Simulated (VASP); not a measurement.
# Bi2Se3 (Paraguanajuatite) (R-3m) in VASP: further runs

The runs below take Bi2Se3 (Paraguanajuatite) through relaxation of cell and atoms, relaxation of shape and atoms at fixed volume, with PBE.

Program: VASP 6.6.1. These are calculated values, not measurements. Logs are shortened: lines on timing, memory, paths and dates and some standing lists are left out, and cuts for length are marked.

## Step 1: The crystal as given

The structure is trigonal, space group R-3m (No. 166). Conventional cell: a = 4.143 Å, b = 4.143 Å, c = 28.636 Å, α = 90.00°, β = 90.00°, γ = 120.00°. Bi (site symmetry 3m) is surrounded by 6 Se at 2.85 to 3.07 Å. Se (site symmetry -3m) has 6 Bi at 3.07 Å as nearest neighbours. Se (site symmetry 3m) has 3 Bi at 2.85 Å as nearest neighbours.

## Step 2: Relaxation of cell and atoms, PBE

Contents of INCAR:

```
PREC     = Accurate       # precision mode
ENCUT    = 300            # plane-wave cutoff, eV
EDIFF    = 1E-6           # SCF threshold, eV
ISMEAR   = 0              # smearing method
SIGMA    = 0.03           # smearing width, eV
LREAL    = F              # projectors in reciprocal space
LASPH    = T              # aspherical terms in the spheres
NELM     = 80             # most SCF steps
ALGO     = Normal         # electronic algorithm
ISIF     = 3              # what is computed and relaxed
LWAVE    = F              # write WAVECAR
LCHARG   = F              # write CHGCAR
GGA      = PE             # functional
IBRION   = 2              # ionic algorithm
NSW      = 90             # ionic steps
EDIFFG   = -0.01          # ionic threshold
```

Contents of KPOINTS:

```
regular mesh
0
Gamma
  4 4 4
```

Contents of POSCAR:

```
Bi2Se3
1.0
    2.0715000000      1.1959810826      9.5453333333
   -2.0715000000      1.1959810826      9.5453333333
    0.0000000000     -2.3919621653      9.5453333333
Bi Se
2 3
Direct
    0.4008000000      0.4008000000      0.4008000000
    0.5992000000      0.5992000000      0.5992000000
    0.0000000000      0.0000000000      0.0000000000
    0.2117000000      0.2117000000      0.2117000000
    0.7883000000      0.7883000000      0.7883000000
```

Potentials or basis: VASP PAW PBE potentials, release 64 (Bi, Se).

Run with:

```console
$ cat potpaw_PBE.64/Bi/POTCAR potpaw_PBE.64/Se/POTCAR > POTCAR
$ mpirun -np 1 vasp_std > vasp.out
```

OUTCAR:

```text
PREC = Accurate
   ENCUT = 300
   EDIFF = 1E-6
   ISMEAR = 0
   LREAL = F
   LASPH = T
   NELM = 80
   ISIF = 3
   GGA = PE
   IBRION = 2
   NSW = 90
   EDIFFG = -0.01

 ion  position               nearest neighbor table
   1  0.401  0.401  0.401-   5 2.85   5 2.85   5 2.85   3 3.07   3 3.07   3 3.07
   2  0.599  0.599  0.599-   4 2.85   4 2.85   4 2.85   3 3.07   3 3.07   3 3.07
   3  0.000  0.000  0.000-   2 3.07   2 3.07   1 3.07   1 3.07   2 3.07   1 3.07
   4  0.212  0.212  0.212-   2 2.85   2 2.85   2 2.85
   5  0.788  0.788  0.788-   1 2.85   1 2.85   1 2.85

  LATTYP: Found a trigonal (rhomboedric) cell.
 ALAT       =     9.8404710987
 COS(alpha) =     0.9113725833

  Lattice vectors:

 A1 = (   2.0715000000,   1.1959810826,   9.5453333333)
 A2 = (  -2.0715000000,   1.1959810826,   9.5453333333)
 A3 = (   0.0000000000,  -2.3919621653,   9.5453333333)

Analysis of symmetry for initial positions (statically):
=====================================================================
 Subroutine PRICEL returns:
 Original cell was already a primitive cell.

 Routine SETGRP: Setting up the symmetry group for a
 trigonal (rhombohedral) supercell.

 Subroutine GETGRP returns: Found 12 space group operations
 (whereof 12 operations were pure point group operations)
 out of a pool of 12 trial point group operations.

The static configuration has the point symmetry D_3d.

Analysis of symmetry for dynamics (positions and initial velocities):
=====================================================================
 Subroutine PRICEL returns:
 Original cell was already a primitive cell.

 Routine SETGRP: Setting up the symmetry group for a
 trigonal (rhombohedral) supercell.

 Subroutine GETGRP returns: Found 12 space group operations
 (whereof 12 operations were pure point group operations)
 out of a pool of 12 trial point group operations.

The dynamic configuration has the point symmetry D_3d.

 Subroutine INISYM returns: Found 12 space group operations
 (whereof 12 operations are pure point group operations),
 and found     1 'primitive' translations

----------------------------------------------------------------------------------------

                                     Primitive cell

  volume of cell :     141.8899

  direct lattice vectors                    reciprocal lattice vectors
     2.071500000  1.195981083  9.545333333     0.241370987  0.139355604  0.034921078
    -2.071500000  1.195981083  9.545333333    -0.241370987  0.139355604  0.034921078
     0.000000000 -2.391962165  9.545333333     0.000000000 -0.278711209  0.034921078

  length of vectors
     9.840471099  9.840471099  9.840471099     0.280890405  0.280890405  0.280890405

  position of ions in fractional coordinates (direct lattice)
     0.400800000  0.400800000  0.400800000
     0.599200000  0.599200000  0.599200000
     0.000000000  0.000000000  0.000000000
     0.211700000  0.211700000  0.211700000
     0.788300000  0.788300000  0.788300000

  ion indices of the primitive-cell ions
   primitive index   ion index
                 1           1
                 2           2
                 3           3
                 4           4
                 5           5

----------------------------------------------------------------------------------------

 KPOINTS: regular mesh

Automatic generation of k-mesh.
 Grid dimensions read from file:
 generate k-points for:    4    4    4

 Generating k-lattice:

  Cartesian coordinates                     Fractional coordinates (reciprocal lattice)
     0.060342747  0.034838901  0.008730270     0.250000000 -0.000000000  0.000000000
    -0.060342747  0.034838901  0.008730270    -0.000000000  0.250000000  0.000000000
     0.000000000 -0.069677802  0.008730270     0.000000000  0.000000000  0.250000000

  Length of vectors
     0.070222601  0.070222601  0.070222601

  Shift w.r.t. Gamma in fractional coordinates (k-lattice)
     0.000000000  0.000000000  0.000000000

 Subroutine IBZKPT returns following result:
 ===========================================

 Found     13 irreducible k-points:

 Following reciprocal coordinates:
            Coordinates               Weight
  0.000000  0.000000  0.000000      1.000000
  0.250000  0.000000 -0.000000      6.000000
  0.500000  0.000000 -0.000000      3.000000
  0.250000  0.250000 -0.000000      6.000000
  0.500000  0.250000 -0.000000     12.000000
 -0.250000  0.250000  0.000000      6.000000
  0.500000  0.500000 -0.000000      3.000000
  0.250000  0.250000  0.250000      2.000000
  0.500000  0.250000  0.250000      6.000000
 -0.250000  0.250000  0.250000      6.000000
  0.500000  0.500000  0.250000      6.000000
 -0.250000  0.500000  0.250000      6.000000
  0.500000  0.500000  0.500000      1.000000
   k-points           NKPTS =     13   k-points in BZ     NKDIM =     13   number of bands    NBANDS=     18
   number of dos      NEDOS =    301   number of ions     NIONS =      5
   total plane-waves  NPLWV = 175616
   dimension x,y,z NGX =    56 NGY =   56 NGZ =   56
   dimension x,y,z NGXF=   112 NGYF=  112 NGZF=  112
   ions per type =               2   3
   NGX,Y,Z   is equivalent  to a cutoff of   9.46,  9.46,  9.46 a.u.
   NGXF,Y,Z  is equivalent  to a cutoff of  18.92, 18.92, 18.92 a.u.
 SYSTEM =  unknown system
   PREC   = accura    normal or accurate (medium, high low for compatibility)
   ISTART =      0    job   : 0-new  1-cont  2-samecut
   ICHARG =      2    charge: 1-file 2-atom 10-const
   ISPIN  =      1    spin polarized calculation?
   LNONCOLLINEAR =      F non collinear calculations
   LSORBIT =      F    spin-orbit coupling
   LASPH  =      T    aspherical Exc in radial PAW
   ENCUT  =  300.0 eV  22.05 Ry    4.70 a.u.  13.90 13.90 13.90*2*pi/ulx,y,z
   NELM   =     80;   NELMIN=  2; NELMDL= -5     # of ELM steps
   EDIFF  = 0.1E-05   stopping-criterion for ELM
   LREAL  =      F    real-space projection
   EDIFFG = -.1E-01   stopping-criterion for IOM
   NSW    =     90    number of steps for IOM
   IBRION =      2    ionic relax: 0-MD 1-quasi-New 2-CG
   NFREE  =      1    steps in history (QN), initial steepest desc. (CG)
   ISIF   =      3    stress and relaxation
   ISYM   =      2    0-nonsym 1-usesym 2-fastsym
   POTIM  = 0.5000    time-step for ionic-motion
   TEBEG  =    0.0;   TEEND  =   0.0 temperature during run
   PSTRESS=    0.0 pullay stress
   NELECT =      28.0000    total number of electrons
   NUPDOWN=      -1.0000    fix difference up-down
   EMIN   =  10.00;   EMAX   =-10.00  energy-range for DOS
   EFERMI =   0.00;   METHOD = LEGACY
   ISMEAR =     0;   SIGMA  =   0.03  broadening in eV -4-tet -1-fermi 0-gaus
   EFERMI_NEDOS =   21; number of points for ismear=-14 and -15
   IALGO  =     38    algorithm
   IMIX   =      4    mixing-type and parameters
     AMIX     =   0.40;   BMIX     =  1.00
     AMIX_MAG =   1.60;   BMIX_MAG =  1.00
  volume/ion in A,a.u.               =      28.38       191.50
  Fermi-wavevector in a.u.,A,eV,Ry     =   0.953111  1.801119 12.359821  0.908421
  Thomas-Fermi vector in A             =   2.081736
   LORBIT       =      0    0 simple, 1 ext, 2 COOP (PROOUT), +10 PAW based schemes
   GGA     = PE    functional components
   LHFCALC =     F    Hartree Fock is set to
   AEXX    =    0.0000 exact exchange contribution
   IVDW    =     0    specifies the selected vdW correction
   LEPSILON=     F    determine dielectric tensor
   LRPA    =     F    only Hartree local field effects (RPA)
 conjugate gradient relaxation of ions
 non-spin polarized calculation
 Gauss-broadening in eV      SIGMA  =   0.03
  energy-cutoff  :      300.00
  volume of cell :      141.89
 maximum number of plane-waves:      1696
   NGX = 27   NGY = 27   NGZ = 27

--------------------------------------- Ionic step        1  -------------------------------------------

 number of electron      28.0000006 magnetization

 Free energy of the ion-electron system (eV)
  ---------------------------------------------------
  ext. energy  EPLUGINS =         0.00000000
  ---------------------------------------------------
  free energy    TOTEN  =       -20.16900511 eV

  energy without entropy =      -20.16900511  energy(sigma->0) =      -20.16900511

------------------------ aborting loop because EDIFF is reached ----------------------------------------

  FORCE on cell =-STRESS in cart. coord.  units (eV):
  Direction    XX          YY          ZZ          XY          YZ          ZX
  --------------------------------------------------------------------------------------
  -------------------------------------------------------------------------------------
  Total        2.1833664      2.1833664      2.0611942      0.0000000     -0.0000000      0.0000000
  in kB       24.6538987     24.6538987     23.2743684      0.0000000     -0.0000000      0.0000000
  external PRESSURE =      24.1940553 kB  Pullay stress =       0.0000000 kB
[... 98 lines left out ...]
  FREE ENERGIE OF THE ION-ELECTRON SYSTEM (eV)
  ---------------------------------------------------
  free  energy   TOTEN  =       -20.2088147833 eV

  energy  without entropy=      -20.2088147832  energy(sigma->0) =      -20.20881478

[... ionic steps 4 to 13 ...]

--------------------------------------- Ionic step       14  -------------------------------------------

 number of electron      28.0000008 magnetization

------------------------ aborting loop because EDIFF is reached ----------------------------------------

  FORCE on cell =-STRESS in cart. coord.  units (eV):
  Direction    XX          YY          ZZ          XY          YZ          ZX
  --------------------------------------------------------------------------------------
  -------------------------------------------------------------------------------------
  Total       -0.2623585     -0.2623585     -0.2325314      0.0000000      0.0000000     -0.0000000
  in kB       -2.6676544     -2.6676544     -2.3643731      0.0000000      0.0000000     -0.0000000
  external PRESSURE =      -2.5665606 kB  Pullay stress =       0.0000000 kB
[... 63 lines left out ...]
  energy  without entropy=      -20.2431325691  energy(sigma->0) =      -20.24313257

--------------------------------------- Ionic step       16  -------------------------------------------

 number of electron      28.0000007 magnetization

 Free energy of the ion-electron system (eV)
  ---------------------------------------------------
  ext. energy  EPLUGINS =         0.00000000
  ---------------------------------------------------
  free energy    TOTEN  =       -20.24378964 eV

  energy without entropy =      -20.24378964  energy(sigma->0) =      -20.24378964

 E-fermi :   3.1205     XC(G=0):  -8.8565

 val. band max:        2.9701843485   @ k =   0.0000   0.0000   0.0000
 cond. band min:       3.6377862819   @ k =   0.0000   0.0000   0.0000
 fundamental gap:      0.6676019334
 Fermi energy:         3.1205448271

 k-point     1 :       0.0000    0.0000    0.0000
  band No.  band energies     occupation
      1     -10.7227      2.00000
      2     -10.1706      2.00000
      3      -9.1390      2.00000
      4      -6.1954      2.00000
      5      -5.2424      2.00000
      6       1.3420      2.00000
[... 10 lines left out ...]
     17       4.9230      0.00000
     18       5.4556      0.00000
[... 282 lines left out ...]
  FREE ENERGIE OF THE ION-ELECTRON SYSTEM (eV)
  ---------------------------------------------------
  free  energy   TOTEN  =       -20.2437896418 eV

  energy  without entropy=      -20.2437896418  energy(sigma->0) =      -20.24378964

 reached required accuracy - stopping structural energy minimisation
```

Run time: 9.1 min. Hardware: 1 thread of Intel Xeon 6975P-C (Granite Rapids), shared host; peak memory 0.43 GiB.

What came out:

```yaml
Free_energy: -20.2438 eV
Relaxed_volume: 31.44 Å³/atom
Relaxed_cell: a = 10.627 Å, b = 10.627 Å, c = 10.627 Å, α = 22.73°, β = 22.73°, γ = 22.73°
Space_group_after_relaxing_to_0.05_Å: R-3m (No. 166)
Energy_gained_by_relaxing: 15.0 meV/atom
Ionic_steps: 16
Pressure_after_relaxing: 0.0 GPa
Largest_force_after_relaxing: 0.005 eV/Å
Band_gap_on_the_k_mesh: 0.67 eV, direct
```

Forces on the atoms (eV/Å):
```
Bi   0.000  0.000  0.005
Bi   0.000  0.000 -0.005
Se   0.000  0.000  0.000
Se   0.000  0.000  0.004
Se   0.000  0.000 -0.004
```

Step by step:
| step | energy change (eV) | largest force (eV/Å) | pressure (GPa) | volume (Å³) |
| --- | --- | --- | --- | --- |
| 1 | 0.0000 | 0.2233 | 2.42 | 141.89 |
| 2 | -0.0204 | 0.3824 | -1.44 | 150.87 |
| 3 | -0.0398 | 0.1660 | 0.04 | 147.06 |
| 4 | -0.0421 | 0.1390 | 0.03 | 147.36 |
| 5 | -0.0467 | 0.1178 | -0.02 | 148.28 |
| 6 | -0.0450 | 0.2612 | -0.09 | 150.12 |
| 7 | -0.0477 | 0.1740 | -0.05 | 148.99 |
| 8 | -0.0496 | 0.1584 | -0.05 | 149.14 |
| 9 | -0.0547 | 0.1101 | -0.03 | 149.60 |
| 10 | -0.0618 | 0.0188 | 0.02 | 150.53 |
| 11 | -0.0649 | 0.1793 | 0.20 | 152.36 |
| 12 | -0.0681 | 0.1589 | 0.10 | 153.35 |
| 13 | -0.0733 | 0.0921 | -0.16 | 156.31 |
| 14 | -0.0739 | 0.0683 | -0.26 | 157.57 |
| 15 | -0.0741 | 0.0494 | 0.26 | 156.89 |
| 16 | -0.0748 | 0.0055 | 0.02 | 157.20 |

Final structure:
```
Bi Se
1.0
     2.09408    1.20902   10.34826
    -2.09408    1.20902   10.34826
     0.00000   -2.41804   10.34826
Bi Se
2 3
Direct
  0.39580 0.39580 0.39580
  0.60420 0.60420 0.60420
  0.00000 0.00000 0.00000
  0.22056 0.22056 0.22056
  0.77944 0.77944 0.77944
```

Caveat: the k mesh is coarse (spacing up to 0.44 Å⁻¹), so the values aren't converged; spin-orbit coupling is left out, which as a rule narrows the gap of such compounds by several tenths of an eV; the volume moved by +11 % from the deposited cell, more than functionals usually miss. A k mesh can miss the band edges.

(Part 1 of 2 ends here.)
